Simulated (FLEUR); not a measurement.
## CdSe under changes of volume

One of the cells (28.942 Å³/atom); the others are scaled copies at fixed shape and fractional positions:

```
Cd Se
1.0
     0.00000    3.07027    3.07027
     3.07027    0.00000    3.07027
     3.07027    3.07027    0.00000
Cd Se
1 1
Direct
  0.00000 0.00000 0.00000
  0.25000 0.25000 0.25000
```

Measurements of this composition are mostly on another form, of space group No. 186.

```yaml
Program: FLEUR MaX-R8.1 (later development tree)
Functional: LDA (von Barth-Hedin)
Potentials_or_basis: all-electron
Basis: FLAPW
Kmax: 4.73 1/bohr
k_mesh: 8 × 8 × 8
Occupations: fermi-dirac, width 0.05 eV
Spin: no spin polarisation
```

```tsv
volume (Å³/atom)	energy over the lowest point (meV/atom)	gap on the mesh (eV)
27.206	0.00	0.41
27.784	4.36	0.37
28.942	?	?
30.100	56.01	0.21
30.679	75.59	0.17
```

Problem. What does the run at 28.942 Å³/atom give?

Solution. Energy over the lowest point 24.13 meV/atom; gap on the mesh 0.28 eV.

Worked out: A Birch-Murnaghan fit of order 2 (a polynomial in V^(-2/3)) to the other rows has its minimum at 26.87 Å³/atom, just outside them, with B0 = V·E''(V) = 57 GPa. It gives 24.14 meV/atom at 28.942 Å³/atom, against the run's 24.13. A straight line through the other rows of the gap, of slope -2 eV per unit of ln V (its deformation potential), gives 0.29 eV, against the run's 0.28.

Energies are extrapolated to zero smearing.

Spin-orbit coupling on Cd, Se is left out.
